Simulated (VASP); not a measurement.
W7Se16 (a cell with a defect), 23 atoms in the cell. The cell holds a defect, 23 atoms: a = 6.580 Å, b = 6.580 Å, c = 12.970 Å, α = 90.00°, β = 90.00°, γ = 120.00°. 

| Quantity | Value |
| --- | --- |
| Program | VASP 6.6.1 |
| Task | single point |
| Functional | PBEsol |
| Potentials or basis | VASP PAW PBE potentials, release 64 (W_sv, Se) |
| Cutoff | 350 eV |
| k mesh | 3 × 3 × 1 |
| Occupations | gaussian, width 0.03 eV |
| Spin | collinear spin, ferromagnetic start |
| Starting moments | [0.0, 0.0, 0.0, 0.0, 0.0, 0.0, 0.0, 0.0, 0.0, 0.0, 0.0, 0.5, 0.5, 0.5, 0.0, 0.0, 0.0, 0.0, 0.0, 0.5, 0.5, 0.5, 0.0] μB |
| Fixed moment | 3 μB |
| Dq | -1 |
| Further INCAR settings | LREAL = Auto; ALGO = Normal; EDIFF = 1e-05; NELECT = 195.0 |

Potentials or basis: VASP PAW PBE potentials, release 64 (W_sv, Se).

Command:

```bash
$ cat potpaw_PBE.64/W_sv/POTCAR potpaw_PBE.64/Se/POTCAR > POTCAR
$ mpirun -np 4 vasp_std > vasp.out
```

Hardware: 4 MPI ranks on Intel(R) Xeon(R) 6975P-C (Granite Rapids) (shared host).

Estimate the wall time of this run.

It took 96 s on 4 MPI ranks on Intel(R) Xeon(R) 6975P-C (Granite Rapids), on a shared host, peak memory 0.32 GiB a rank. Counts: scf iterations 16, k points 3.
